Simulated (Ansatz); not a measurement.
# BaTiO₃, space group P4mm: a phonon calculation by linear response

Program: the Ansatz DFT code, driven from Python.

The cells in order, each with its output:

```python
from pathlib import Path
import warnings

import ansatz as az
import numpy as np
```

```python
warnings.simplefilter("ignore", az.DeckWarning)
```

```python
lattice = az.Lattice.of(
    (3.9998, 0.0, 0.0),
    (0.0, 3.9998, 0.0),
    (0.0, 0.0, 4.018),
)
sites = [
    ("Ba", (0.0, 0.0, 0.0)),
    ("Ti", (0.5, 0.5, 0.49)),
    ("O", (0.5, 0.5, 0.019)),
    ("O", (0.5, 0.0, 0.517)),
    ("O", (0.0, 0.5, 0.517)),
]
xtal = az.Crystal(lattice=lattice)
for symbol, position in sites:
    xtal = xtal.atom(symbol, position)
```

```python
len(xtal.resolved().sites)
```

    5

```python
model = (
    xtal.calculation()
    .functional("PBEsol")
    .pseudopotentials("paw")
    .basis(38 * az.Ry)
    .occupations("fixed")  # whole-number filling, right only where there is a gap
    .kpoints(4, 4, 4)  # the mesh must be finer for metals
    .phonons("dfpt")
)
done = model.run(threads=1, backend="cpu", runs_dir="runs")
ph = done.phonons
```

```python
print("Gamma modes (1/cm):", " ".join(f"{w:.1f}" for w in ph.gamma_omega_inv_cm))
print("in meV:", " ".join(f"{w * 0.1239842:.2f}" for w in ph.gamma_omega_inv_cm))
```

    Gamma modes (1/cm): -236.6 -236.6 0.0 0.0 0.0 155.2 163.1 163.1 190.9 272.7 272.7 281.8 450.5 450.5 469.9
    in meV: -29.33 -29.33 0.00 0.00 0.00 19.24 20.22 20.22 23.67 33.81 33.81 34.94 55.86 55.86 58.26

No spin polarisation was allowed. The cell isn't relaxed first, so the values belong to this volume. A negative frequency stands for an imaginary mode. Of the deposited cell: the entry's cell lengths or inner coordinates differ somewhat from later room-temperature determinations. No non-analytic term is added, so at the zone centre the longitudinal optical modes of a polar crystal aren't split off. The starting cell is as deposited in a crystallographic database; the results hold for this polymorph, which needn't be the stable one. The structure is taken as given; imaginary modes can come from an unrelaxed or unstable start. Timing: 98 s on 1 thread of Arm Neoverse N1, with other jobs on the host, peak memory 0.65 GiB.
